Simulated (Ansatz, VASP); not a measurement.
## One calculation of Mo, two programs

The input INCAR:

```
SYSTEM = Mo
PREC = Accurate
ENCUT = 520
EDIFF = 1E-6
ISMEAR = -1
SIGMA = 0.05
LREAL = .False.
LASPH = .True.
NELM = 60
ALGO = Normal
ISIF = 2
LWAVE = .False.
LCHARG = .False.
GGA = PE
NBANDS = 21
```

The input KPOINTS:

```
regular mesh
0
Gamma
  11 11 11
  0 0 0
```

POSCAR

```
Mo
1.0
    0.0000000000      2.8675932216      2.8675932216
    2.8675932216      0.0000000000      2.8675932216
    2.8675932216      2.8675932216      0.0000000000
Mo
2
Direct
    0.0000000000      0.0000000000      0.0000000000
    0.2500000000      0.2500000000      0.2500000000
```

Input for Ansatz:

```yaml
crystal:
  lattice:
    - [0.0, 2.8675932216, 2.8675932216]
    - [2.8675932216, 0.0, 2.8675932216]
    - [2.8675932216, 2.8675932216, 0.0]
  atoms:
    - { symbol: Mo, position: [0.0, 0.0, 0.0] }
    - { symbol: Mo, position: [0.25, 0.25, 0.25] }
kpoints:
  mp_grid: { grid: [11, 11, 11] }
scf:
  occupations: { method: fermi_dirac, width: 0.05 }
hamiltonian:
  xc: pbe
  pseudopotentials: { kind: all_electron, lapw: { basis_error: 0.00025 } }
output:
  forces: true
  stress: true
  eigenvalues: true
```

Change from the starting cell: volume scaled by 1.025.

Alike in both runs: task single point; functional PBE; k mesh 11 × 11 × 11; occupations fermi-dirac, width 0.05 eV; no spin polarisation.

|  | VASP | Ansatz |
| --- | --- | --- |
| version | VASP 6.6.1 | Ansatz 0.2.0 |
| potentials or method | VASP PAW PBE potentials, release 64 (Mo_sv) | all-electron LAPW, scalar-relativistic |
| plane-wave cutoff (eV) | 520 | see its input |

```tsv
	VASP	Ansatz	Ansatz less VASP
pressure (GPa)	-2.2	-2.5	-0.32
```

Ansatz ran all-electron here, so the differences hold the error of VASP's frozen core and of both bases.
